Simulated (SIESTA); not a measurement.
Runs of SIESTA 5.4.2 on NaI. Symmetry: Fm-3m, No. 225, cubic system. The conventional cell has a = 6.473 Å, b = 6.473 Å, c = 6.473 Å, α = 90.00°, β = 90.00°, γ = 90.00°. Around I (site symmetry m-3m) lie 6 Na at 3.24 Å. Around Na (site symmetry m-3m) lie 6 I at 3.24 Å. 

| task | level | potentials or basis | k mesh | wannier functions | bands left out below | projections | wannier mesh | energy shift | gap on the mesh (eV) | pressure (GPa) | V0 of scaled cells (Å³/atom) | B0 (GPa) |
| --- | --- | --- | --- | --- | --- | --- | --- | --- | --- | --- | --- | --- |
| single point | PBE | PseudoDojo 0.4 standard (PBE files), DZP (energy shift 0.002 Ry; radii capped at 9.5 bohr) | 7 × 7 × 7 | - | - | - | - | 0.002 Ry | 3.76 | 0.6 | - | - |
| equation of state | PBEsol | PseudoDojo 0.4 standard (PBEsol files), DZP (energy shift 0.003 Ry; two zetas on semicore shells) | 7 × 7 × 7 | - | - | - | - | 0.003 Ry | - | - | 33.14 | 18 |
| band structure | AM05 | PseudoDojo 0.4 standard (PBEsol files), DZP (energy shift 0.003 Ry; two zetas on semicore shells) | 7 × 7 × 7 | - | - | - | - | 0.003 Ry | (c) | 0.4 | - | - |
| equation of state | PBE | PseudoDojo 0.4 standard (PBE files), DZP (energy shift 0.002 Ry; radii capped at 9.5 bohr) | 7 × 7 × 7 | - | - | - | - | 0.002 Ry | - | - | 35.14 | (a) |
| band structure | BLYP | PseudoDojo 0.4 standard (PBE files), DZP (energy shift 0.003 Ry; two zetas on semicore shells) | 7 × 7 × 7 | - | - | - | - | 0.003 Ry | 3.87 | 1.6 | - | - |
| band structure | vdW-DF-cx | PseudoDojo 0.4 standard (PBE files), DZP (energy shift 0.003 Ry; two zetas on semicore shells) | 7 × 7 × 7 | - | - | - | - | 0.003 Ry | 3.85 | 0.1 | - | - |
| Wannier functions | vdW-DF-cx | PseudoDojo 0.4 standard (PBE files), SZP (energy shift 0.003 Ry; radii capped at 9.5 bohr) | 5 × 5 × 5 | 3 | 5 | ["I:p"] | 4 × 4 × 4 | 0.003 Ry | 4.02 | 0.2 | - | - |
| single point | PBEsol | PseudoDojo 0.4 standard (PBEsol files), DZP (energy shift 0.003 Ry; two zetas on semicore shells) | 7 × 7 × 7 | - | - | - | - | 0.003 Ry | (b) | -0.4 | - | - |

Alike in all rows: no spin polarisation; cell as given; smearing fermi-dirac 0.05 eV; grid cutoff 800 Ry.

Task: Fill in the values left out.

Result: (a) 15; (b) 3.64; (c) 3.79.

Caveats: the basis of atomic orbitals isn't converged, which shifts pressures, moduli and gaps; spin-orbit coupling is left out, which moves the levels of the heavy elements (some runs); the potentials were made for another functional, which shifts forces and pressure (some runs); an odd mesh through Γ misses points on the zone boundary, where band edges often lie (some runs); semicore shells carry a single zeta, which can move pressures by several GPa and volumes by a few percent (some runs).

A k mesh can miss the band edges, and the runs leave out spin-orbit coupling on I.

Not every run made on this cell is shown here.
